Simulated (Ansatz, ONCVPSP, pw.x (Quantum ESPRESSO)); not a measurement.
# What a changed setting does to a pw.x run (fcc Mo)

Potential: optimised norm-conserving Vanderbilt (ONCV), ONCVPSP 4.0.1.1 (patched build), PBE; core [Ar] 3d10, reference 4s2 4p6 4d5 5s1; waves: 4s+5s: rc 1.70 bohr, ncon 4, nbas 8, qcut 6.5 1/bohr, 2 projectors; 4p: rc 1.65 bohr, ncon 3, nbas 7, qcut 8.2 1/bohr, 2 projectors, debl 1 Ha; 4d: rc 1.75 bohr, ncon 4, nbas 7, qcut 5.2 1/bohr, 1 projector; local part: polynomial inside 1.50 bohr (lpopt 5, dvloc0 1 Ha); core correction: none. In the p channel the program set the typed energies aside and used -1.414, 0.250 Ha.

The reference run (k-mesh 14³, cutoffs 125/500 Ry, Fermi–Dirac 0.01 Ry, mixing_beta 0.4, conv_thr 1e-9, no spin) gives 1.20 GPa at 16.027 Å³/atom, where all-electron LAPW gives 0.44 GPa. This run, with its own iteration cap, changes mixing_mode to local-TF.

```
&control
  calculation='scf', prefix='x', pseudo_dir='./', outdir='./tmp', tstress=.true., disk_io='none'
/
&system
  ibrav=0, nat=1, ntyp=1, ecutwfc=125, ecutrho=500, nbnd=15,
  occupations='smearing', smearing='fd', degauss=0.01
/
&electrons
  conv_thr=1e-09, mixing_beta=0.4, electron_maxstep=50, mixing_mode='local-TF'
/
ATOMIC_SPECIES
Mo 1.0 Mo.UPF
CELL_PARAMETERS angstrom
  0.00000000 2.00112437 2.00112437
  2.00112437 0.00000000 2.00112437
  2.00112437 2.00112437 0.00000000
ATOMIC_POSITIONS crystal
Mo 0.0000 0.0000 0.0000
K_POINTS automatic
14 14 14 0 0 0
```

```bash
pw.x < Mo.scf.in > Mo.scf.out
```

Task: How does the run end?

Result: It converges in 9 iterations; the free energy moves by +0.0 meV/atom and the pressure by +0.00 GPa. The result is that of the reference run.

```
Message from routine setup:
     using ibrav=0 with symmetry is DISCOURAGED, use correct ibrav instead
     lattice parameter (alat)  =       5.3480  a.u.
     unit-cell volume          =     108.1556 (a.u.)^3
     number of electrons       =        14.00
     number of Kohn-Sham states=           15
     kinetic-energy cutoff     =     125.0000  Ry
     charge density cutoff     =     500.0000  Ry
     scf convergence threshold =      1.0E-09
     Exchange-correlation= PBE
     number of k points=   104  Fermi-Dirac smearing, width (Ry)=  0.0100
     iteration #  1     ecut=   125.00 Ry     beta= 0.40
     total energy              =    -136.90965119 Ry
     estimated scf accuracy    <       0.11566825 Ry
     iteration #  2     ecut=   125.00 Ry     beta= 0.40
     total energy              =    -136.88624313 Ry
     estimated scf accuracy    <       0.04914510 Ry
     iteration #  3     ecut=   125.00 Ry     beta= 0.40
     total energy              =    -136.89496925 Ry
     estimated scf accuracy    <       0.00010626 Ry
     iteration #  4     ecut=   125.00 Ry     beta= 0.40
     total energy              =    -136.89503099 Ry
     estimated scf accuracy    <       0.00004630 Ry
     iteration #  5     ecut=   125.00 Ry     beta= 0.40
     total energy              =    -136.89503053 Ry
     estimated scf accuracy    <       0.00003316 Ry
     iteration #  6     ecut=   125.00 Ry     beta= 0.40
     total energy              =    -136.89503587 Ry
     estimated scf accuracy    <       0.00000015 Ry
     iteration #  7     ecut=   125.00 Ry     beta= 0.40
     total energy              =    -136.89503592 Ry
     estimated scf accuracy    <       0.00000002 Ry
     iteration #  8     ecut=   125.00 Ry     beta= 0.40
     total energy              =    -136.89503592 Ry
     estimated scf accuracy    <          3.4E-09 Ry
     iteration #  9     ecut=   125.00 Ry     beta= 0.40
     the Fermi energy is    20.3104 ev
!    total energy              =    -136.89503592 Ry
     estimated scf accuracy    <          1.1E-10 Ry
     smearing contrib. (-TS)   =      -0.00579630 Ry
     The total energy is F=E-TS. E is the sum of the following terms:
     one-electron contribution =     -20.93138809 Ry
     hartree contribution      =      18.55556681 Ry
     xc contribution           =     -15.69619389 Ry
     ewald contribution        =    -118.81722445 Ry
     convergence has been achieved in   9 iterations
          total   stress  (Ry/bohr**3)                   (kbar)     P=       12.03
     Message from routine punch:
     Nothing written, as per user request (disk_io='none')
```

The run took about 54 s on one core of a shared host (Neoverse-V1, 32 threads, 126 GiB, load 14).
